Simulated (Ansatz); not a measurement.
## NaF: sound and stiffness along [100], [110] and [111]

The calculation used Ansatz 0.2.0, DFT r2SCAN+D3(BJ), scalar-relativistic, plane waves, PAW. Cutoff 500 eV, 8×8×8 k-points (Γ-centred), fixed occupations. No spin polarisation.

The cell is fixed (symmetry leaves no force on the atoms) and stands under 0.0 GPa:
```cif
data_structure
_symmetry_space_group_name_H-M 'Pm-3m'
_symmetry_Int_Tables_number 221
_cell_length_a 2.7707
_cell_length_b 2.7707
_cell_length_c 2.7707
_cell_angle_alpha 90.000
_cell_angle_beta 90.000
_cell_angle_gamma 90.000
_cell_volume 21.27
loop_
_atom_site_label
_atom_site_type_symbol
_atom_site_symmetry_multiplicity
_atom_site_Wyckoff_symbol
_atom_site_fract_x
_atom_site_fract_y
_atom_site_fract_z
_atom_site_occupancy
Na1 Na 1 a 0.00000 0.00000 0.00000 1
F1 F 1 b 0.50000 0.50000 0.50000 1
```

The cell is the ideal cubic caesium chloride prototype; this isn't the usual structure of the compound.

With ions relaxed, on the cubic axes: C11 = 183.2, C12 = 4.3, C44 = 8.9 GPa. The density is 3.278 g/cm³.

Question: Is the crystal stable against strain, and how anisotropic is it?

Answer: Born's conditions hold: C11 + 2C12 = 191.8, C11 − C12 = 178.8 and C44 = 8.9 GPa are all positive. B = (C11 + 2C12)/3 = 63.9 GPa. The two shear moduli are C44 and C′ = (C11 − C12)/2 = 89.4 GPa, so Zener's ratio is A = C44/C′ = 0.10: the shear C44 is the soft one, as in NaCl, KCl, the halide perovskites and the bcc metals V, Nb, Cr and Mo. The Cauchy pressure C12 − C44 is -4.6 GPa; it would vanish for pair forces between atoms on inversion centres at zero pressure, and a negative value is usual with directional bonding, though many-body forces give one in some ionic oxides too.

Question: Give the sound speeds along the three symmetry directions.

Answer: The Christoffel equation gives ρv² for each branch:
```
direction branch                    ρv²    GPa v (m/s)
    [100]              L                    C11  183.2     7475
    [100]         T (×2) C44    8.9     1648
    [110]              L   (C11 + C12 + 2C44)/2  102.6     5596
    [110]   T, u ∥ [001]                    C44    8.9     1648
    [110]  T, u ∥ [1-10]          (C11 − C12)/2   89.4     5223
    [111]              L  (C11 + 2C12 + 4C44)/3   75.8     4809
    [111]         T (×2) (C11 − C12 + C44)/3   62.6     4369
```

Question: How does Young's modulus depend on direction?

Answer: Inverting gives S11 = 5.465, S12 = -0.126, S44 = 112.360 TPa⁻¹. Along a unit vector (l, m, n), 1/E = S11 − 2(S11 − S12 − S44/2)(l²m² + m²n² + n²l²), where the last bracket is 0, 1/4 and 1/3 for [100], [110] and [111]: E = 183, 33 and 26 GPa. With A < 1 the cube edge is stiffest. For a film on (001), the biaxial modulus is C11 + C12 − 2C12²/C11 = 187 GPa and the normal strain is −2C12/C11 = -0.05 times the in-plane one.

Cost: 2 runs of about 2.7 core-minutes in all, on Intel Xeon Processor @ 2.50GHz (Skylake/Cascade Lake) (shared hosts).